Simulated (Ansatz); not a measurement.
The system is GaAs.

```
As Ga
1.0
     0.00000    2.82685    2.82685
     2.82685    0.00000    2.82685
     2.82685    2.82685    0.00000
As Ga
1 1
Cartesian
  4.2403 4.2403 4.2403
  0.0000 0.0000 0.0000
```

Base run:

| Property | Result |
| --- | --- |
| Program | Ansatz 0.2.0 |
| Functional | LDA |
| Potentials or basis | all-electron PAW datasets made for the crystal |
| Cutoff | 250 eV (chosen from the basis error) |
| k mesh | 8 × 8 × 8 |
| Occupations | fixed |
| Spin | no spin polarisation |

Its results: band gap on the k mesh 0.28 eV, direct; electronic dielectric tensor (diagonal) 14.03.

Q: The run is repeated on the same cell with these changes: functional from LDA to PBEsol. What comes out?

A: Band gap on the k mesh 0.45 eV, direct; electronic dielectric tensor (diagonal) 13.16.

Caveats: the gap is small at this level, which inflates the dielectric constant; the program warned that the printed levels may be off, so bands, gaps and densities of states are rough.

A k mesh can miss the band edges.
